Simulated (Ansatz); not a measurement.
# C3H9N (propylamine), step by step

We compute a series of 16 runs (HF/STO-3G, UHF/STO-3G, HF/3-21G, UHF/3-21G, HF/6-31G*, UHF/6-31G*, B3LYP/6-31G*, MP2/6-31G*) of C3H9N. 

Program for the calculation: Ansatz 0.2.0.

## (1) Starting point

The species is C3H9N (13 atoms), meant as a singlet with charge 0. As SMILES, `CCCN`. The coordinates come from a PBE0-D4/def2-TZVP relaxation. This is one conformer, not always the lowest. The run starts from this shape.

Bond lengths: C1–C2 1.519 Å, C2–C3 1.526 Å, C3–N4 1.453 Å, C1–H5 1.092 Å, C1–H6 1.094 Å, C1–H7 1.093 Å, C2–H8 1.097 Å, C2–H9 1.096 Å, C3–H10 1.096 Å, C3–H11 1.095 Å, N4–H12 1.013 Å, N4–H13 1.012 Å. Some angles: C1–C2–C3 113.6°, C2–C3–N4 116.6°, C1–C2–H8 109.8°, C1–C2–H9 109.6°, C3–C2–H8 108.9°, C3–C2–H9 108.5°, C2–C1–H5 111.5°, C2–C1–H6 111.0°, C2–C1–H7 111.6°, C2–C3–H10 109.2°.

## (2) A geometry optimisation at HF/STO-3G (run 1)

File run.yaml:

```yaml
crystal:
  periodic: [false, false, false]
  atoms:
    - {symbol: C, position_ang: [-1.377900, 0.221800, 0.509700]}
    - {symbol: C, position_ang: [-0.298300, -0.788700, 0.163000]}
    - {symbol: C, position_ang: [1.099100, -0.182300, 0.067600]}
    - {symbol: "N", position_ang: [1.304000, 0.822500, -0.961500]}
    - {symbol: H, position_ang: [-2.359000, -0.251500, 0.588100]}
    - {symbol: H, position_ang: [-1.167200, 0.709300, 1.466500]}
    - {symbol: H, position_ang: [-1.456900, 1.003200, -0.251000]}
    - {symbol: H, position_ang: [-0.539700, -1.277600, -0.788900]}
    - {symbol: H, position_ang: [-0.282600, -1.582700, 0.918600]}
    - {symbol: H, position_ang: [1.361700, 0.270300, 1.030600]}
    - {symbol: H, position_ang: [1.826800, -0.983100, -0.098000]}
    - {symbol: H, position_ang: [1.066200, 0.451400, -1.873800]}
    - {symbol: H, position_ang: [0.709100, 1.626300, -0.805800]}
basis:
  gaussian:
    orbitals: STO-3G
hamiltonian:
  xc: hf
relax:
  f_tol: 0.002
output:
  orbitals: {seedname: orbitals}
```

On the command line:

```bash
$ ansatz run run.yaml --threads 1 --pin off --max-ram 3480MiB --events-out events.jsonl --progress --plain --runs-dir runs
```

What it wrote:

```text
Warning: RAYON_NUM_THREADS=1 ignored (pool sized by the plan → 1); use --threads N
The last accepted step is kept in runs//last_step.txt (removed where the run ends without a failure and the disk answers)
[... 62 lines left out ...]
Total energy: -4658.45506810 eV, -171.1950661386 hartree
[... 13 lines left out ...]
Dipole moment:    -0.324958    -0.112577     0.010855 e Å
```

It took 5.4 s on 1 thread of Intel Xeon Platinum 8375C at 2.90GHz (Ice Lake), shared host; peak memory 0.11 GiB.

Steps, from the record of the run:

| step | energy from the first frame kept (eV) | largest force (eV/Å) |
| --- | --- | --- |
| 1 | 0.0000 | 1.5983 |
| 2 | -0.0763 | 0.5685 |
| 3 | -0.0852 | 0.1465 |
| 4 | -0.0856 | 0.0649 |
| 5 | -0.0857 | 0.0140 |
| 6 | -0.0858 | 0.0047 |
| 7 | -0.0858 | 0.0016 |
| 8 | -0.0858 | 0.0010 |

After the run. Bond lengths: C1–C2 1.541 Å, C2–C3 1.553 Å, C3–N4 1.486 Å, C1–H5 1.086 Å, C1–H6 1.086 Å, C1–H7 1.086 Å, C2–H8 1.089 Å, C2–H9 1.088 Å, C3–H10 1.091 Å, C3–H11 1.091 Å, N4–H12 1.033 Å, N4–H13 1.033 Å. Some angles: C1–C2–C3 113.7°, C2–C3–N4 115.9°, C1–C2–H8 109.4°, C1–C2–H9 109.0°, C3–C2–H8 109.2°, C3–C2–H9 108.1°, C2–C1–H5 110.3°, C2–C1–H6 110.7°, C2–C1–H7 111.3°, C2–C3–H10 109.3°.

## (3) The harmonic vibrations at HF/STO-3G (run 2)

File in.yaml:

```yaml
crystal:
  periodic: [false, false, false]
  atoms:
    - {symbol: C, position_ang: [-1.394478, 0.231424, 0.524466]}
    - {symbol: C, position_ang: [-0.300742, -0.787388, 0.148183]}
    - {symbol: C, position_ang: [1.125650, -0.177355, 0.084816]}
    - {symbol: "N", position_ang: [1.352024, 0.832051, -0.982324]}
    - {symbol: H, position_ang: [-2.359218, -0.261341, 0.598372]}
    - {symbol: H, position_ang: [-1.175472, 0.694645, 1.482046]}
    - {symbol: H, position_ang: [-1.476815, 1.015922, -0.221570]}
    - {symbol: H, position_ang: [-0.540304, -1.237402, -0.814094]}
    - {symbol: H, position_ang: [-0.294193, -1.589036, 0.884051]}
    - {symbol: H, position_ang: [1.361488, 0.289864, 1.041956]}
    - {symbol: H, position_ang: [1.842423, -0.985381, -0.069433]}
    - {symbol: H, position_ang: [1.060794, 0.407743, -1.878446]}
    - {symbol: H, position_ang: [0.684143, 1.605153, -0.832924]}
basis:
  gaussian: {orbitals: STO-3G}
magnetization: {spin_polarized: false, initial_magnetization: 0}
hamiltonian: {xc: hf}
phonons: {temperatures: {t_min: 298.15, t_max: 298.15, t_step: 1}}
```

On the command line:

```bash
$ ansatz run in.yaml --threads 1 --pin off --max-ram 3480MiB --events-out events.jsonl --progress --plain --runs-dir runs
```

What it wrote:

```text
Warning: RAYON_NUM_THREADS=1 ignored (pool sized by the plan → 1); use --threads N
[... 420 lines left out ...]
Total energy: -4658.45504083 eV, -171.1950651361 hartree
[... 13 lines left out ...]
Dipole moment:    -0.324958    -0.112577     0.010856 e Å
Vibrations: 117.73 236.56 307.75 363.79 515.69 902.79 970.42 1026.13 1132.89 1189.41 1231.52 1292.02 1357.88 1456.52 1533.63 1634.22 1651.57 1682.93 1746.51 1807.22 1822.76 1840.67 1846.81 2026.61 3568.72 3598.56 3603.51 3713.16 3719.12 3750.46 3751.92 3901.83 4088.87 cm⁻¹, zero-point energy 3.929690 eV
```

Wall time 37 s (1 thread of Intel Xeon Platinum 8375C at 2.90GHz (Ice Lake), shared host); peak memory 0.094 GiB.

Runs 3 to 7 aren't shown in full; the table further down has their settings and results.

## (4) The doublet cation: a structure relaxation at UHF/3-21G (run 8)

File in.yaml:

```yaml
crystal:
  periodic: [false, false, false]
  atoms:
    - symbol: C
      position_ang: [-1.388311, 0.220530, 0.509721]
    - symbol: C
      position_ang: [-0.306350, -0.822981, 0.177138]
    - symbol: C
      position_ang: [1.100352, -0.194187, 0.074181]
    - symbol: N
      position_ang: [1.255985, 0.824013, -0.974742]
    - symbol: H
      position_ang: [-2.366549, -0.240403, 0.586042]
    - symbol: H
      position_ang: [-1.169904, 0.707968, 1.454705]
    - symbol: H
      position_ang: [-1.435856, 0.979339, -0.262529]
    - symbol: H
      position_ang: [-0.547255, -1.310016, -0.763599]
    - symbol: H
      position_ang: [-0.292745, -1.590595, 0.944760]
    - symbol: H
      position_ang: [1.355337, 0.267202, 1.021237]
    - symbol: H
      position_ang: [1.829827, -0.974202, -0.108443]
    - symbol: H
      position_ang: [1.072318, 0.486158, -1.902020]
    - symbol: H
      position_ang: [0.778452, 1.686075, -0.791352]
basis:
  gaussian:
    orbitals: 3-21G.json
total_charge: 1
magnetization:
  spin_polarized: true
  initial_magnetization: 1
hamiltonian:
  xc: hf
relax: {}
```

The basis set 3-21G is read from a file made from the Basis Set Exchange's data (not shown).

On the command line:

```bash
$ ansatz run in.yaml --threads 1 --pin off --max-ram 3480MiB --events-out events.jsonl --progress --plain --runs-dir runs
```

What it wrote:

```text
Warning: RAYON_NUM_THREADS=1 ignored (pool sized by the plan → 1); use --threads N
The last accepted step is kept in runs//last_step.txt (removed where the run ends without a failure and the disk answers)
[... 49 lines left out ...]
Total energy: -4682.12825863 eV, -172.0650398440 hartree
[... 13 lines left out ...]
Dipole moment:     0.742137     0.439591    -0.603744 e Å
```

Wall time 6.6 s (1 thread of Intel Xeon Platinum 8375C at 2.90GHz (Ice Lake), shared host); peak memory 0.14 GiB.

The path in brief:

| step | energy from the first frame kept (eV) | largest force (eV/Å) |
| --- | --- | --- |
| 1 | 0.0000 | 2.8872 |
| 2 | -0.3887 | 1.6670 |
| 3 | -0.4474 | 1.0953 |
| 4 | -0.4597 | 0.4764 |
| 5 | -0.4623 | 0.1148 |
| 6 | -0.4628 | 0.0116 |

After the run. Bond lengths: C1–C2 1.540 Å, C2–C3 1.554 Å, C3–N4 1.504 Å, C1–H5 1.082 Å, C1–H6 1.084 Å, C1–H7 1.085 Å, C2–H8 1.083 Å, C2–H9 1.083 Å, C3–H10 1.078 Å, C3–H11 1.080 Å, N4–H12 1.016 Å, N4–H13 1.015 Å. Some angles: C1–C2–C3 112.9°, C2–C3–N4 109.1°, C1–C2–H8 111.2°, C1–C2–H9 110.0°, C3–C2–H8 109.7°, C3–C2–H9 105.3°, C2–C1–H5 109.6°, C2–C1–H6 111.1°, C2–C1–H7 112.1°, C2–C3–H10 111.3°.

Runs 9 to 15 aren't shown in full; the table further down has their settings and results.

## (5) The harmonic vibrations at MP2/6-31G(d) (Cartesian functions) (run 16)

File input.yaml:

```yaml
crystal:
  periodic: [false, false, false]
  atoms:
    - {symbol: C, position_ang: [-1.379372, 0.226389, 0.507035]}
    - {symbol: C, position_ang: [-0.297599, -0.793748, 0.163316]}
    - {symbol: C, position_ang: [1.105593, -0.185988, 0.072727]}
    - {symbol: "N", position_ang: [1.312415, 0.830327, -0.962569]}
    - {symbol: H, position_ang: [-2.361264, -0.247972, 0.587327]}
    - {symbol: H, position_ang: [-1.163310, 0.714890, 1.462864]}
    - {symbol: H, position_ang: [-1.453014, 1.003394, -0.259251]}
    - {symbol: H, position_ang: [-0.536511, -1.279447, -0.792083]}
    - {symbol: H, position_ang: [-0.289488, -1.587785, 0.920772]}
    - {symbol: H, position_ang: [1.367110, 0.269910, 1.035207]}
    - {symbol: H, position_ang: [1.836164, -0.983701, -0.102227]}
    - {symbol: H, position_ang: [1.048158, 0.448580, -1.870327]}
    - {symbol: H, position_ang: [0.696417, 1.624051, -0.797691]}
basis:
  gaussian:
    orbitals: "6-31G*"
total_charge: 0
correlation:
  method: mp2
phonons:
  temperatures: {t_min: 298.15, t_max: 298.15, t_step: 1}
```

On the command line:

```bash
$ ansatz run input.yaml --threads 1 --pin off --max-ram 3480MiB --events-out events.jsonl --progress --plain --runs-dir runs
```

What it wrote:

```text
Warning: RAYON_NUM_THREADS=1 ignored (pool sized by the plan → 1); use --threads N
[... 70 lines left out ...]
4 core orbitals not correlated: weight in the atoms' cores, before any rotation towards them, 1.000 or more for the frozen orbitals, at most 0.000 for the correlated occupied ones
[... 260 lines left out ...]
4 core orbitals not correlated: weight in the atoms' cores, before any rotation towards them, 1.000 or more for the frozen orbitals, at most 0.000 for the correlated occupied ones
[... 263 lines left out ...]
Dipole moment:    -0.309302    -0.090465    -0.009594 e Å
[... 1 line left out ...]
Checks for a lower state left out: cluster_reference
```

Run time: 3 min. Hardware: 1 thread of Intel Xeon Platinum 8375C at 2.90GHz (Ice Lake), shared host; peak memory 0.2 GiB.

## (6) All runs side by side

| run | level | task | walk f tol | partner | energy (Eh) | dipole moment (D) | wall time |
| --- | --- | --- | --- | --- | --- | --- | --- |
| 1 | HF/STO-3G | optimise | 0.002 | base | -171.195066 | 1.65 | 5.4 s |
| 2 | HF/STO-3G | frequencies | – | base | -171.195065 | 1.65 | 37 s |
| 3 | UHF/STO-3G | energy | – | cation | -170.953702 | – | 0.3 s |
| 4 | UHF/STO-3G | optimise | – | cation | -170.988736 | – | 21 s |
| 5 | HF/3-21G | optimise | 0.002 | base | -172.323653 | 1.32 | 5.4 s |
| 6 | HF/3-21G | frequencies | – | base | -172.323653 | 1.32 | 45 s |
| 7 | UHF/3-21G | energy | – | cation | -172.048042 | – | 0.5 s |
| 8 | UHF/3-21G | optimise | – | cation | -172.065040 | – | 6.6 s |
| 9 | HF/6-31G* (Cartesian functions) | optimise | 0.002 | base | -173.281652 | 1.51 | 9.6 s |
| 10 | HF/6-31G* (Cartesian functions) | frequencies | – | base | -173.281652 | 1.51 | 1.9 min |
| 11 | UHF/6-31G* (Cartesian functions) | energy | – | cation | -172.986925 | – | 1.4 s |
| 12 | UHF/6-31G* (Cartesian functions) | optimise | – | cation | -173.012292 | – | 67 s |
| 13 | B3LYP/6-31G* (Cartesian functions) | optimise | 0.002 | base | -174.484067 | 1.45 | 21 s |
| 14 | B3LYP/6-31G* (Cartesian functions) | frequencies | – | base | -174.484067 | 1.45 | 2.8 min |
| 15 | MP2/6-31G* (Cartesian functions) | optimise | 0.002 | base | -173.840891 | 1.55 | 18 s |
| 16 | MP2/6-31G* (Cartesian functions) | frequencies | – | base | -173.840891 | 1.55 | 3 min |

## (7) Summary of results

```
                                                                          quantity          value
                                                  run 16, MP2/6-31G*: total energy  -173.84089 Eh
                            run 16, MP2/6-31G*: dipole moment (correlated density)         1.55 D
                   run 16, MP2/6-31G*: correlation energy (4 core orbitals frozen)     -560.3 mEh
                                      run 16, MP2/6-31G*: largest force on an atom     0.001 eV/Å
                                    run 16, MP2/6-31G*: lowest harmonic wavenumber       140 cm⁻¹
                                   run 16, MP2/6-31G*: highest harmonic wavenumber      3616 cm⁻¹
                                             run 16, MP2/6-31G*: zero-point energy   328.1 kJ/mol
                     vertical ionisation energy (to the doublet cation), HF/STO-3G       6.568 eV
                      vertical ionisation energy (to the doublet cation), HF/3-21G       7.500 eV
                     vertical ionisation energy (to the doublet cation), HF/6-31G*       8.020 eV
adiabatic ionisation energy (to the doublet cation, no zero-point term), HF/STO-3G       5.615 eV
 adiabatic ionisation energy (to the doublet cation, no zero-point term), HF/3-21G       7.037 eV
adiabatic ionisation energy (to the doublet cation, no zero-point term), HF/6-31G*       7.330 eV
```

What this shows: At HF/STO-3G: removing an electron at fixed nuclei costs 6.57 eV (151 kcal/mol). In a minimal basis such a difference can be off by several eV, whatever the method. At HF/3-21G: removing an electron at fixed nuclei costs 7.50 eV (173 kcal/mol). At HF/6-31G*: removing an electron at fixed nuclei costs 8.02 eV (774 kJ/mol). At HF/STO-3G: the adiabatic ionisation energy (to the doublet cation, no zero-point term) is 5.61 eV (129 kcal/mol). At HF/3-21G: the adiabatic ionisation energy (to the doublet cation, no zero-point term) is 7.04 eV (162 kcal/mol). In runs 1, 2, 3, 4 the basis is minimal, so the values are rough. All runs together took 12 min, the longest 3 min.
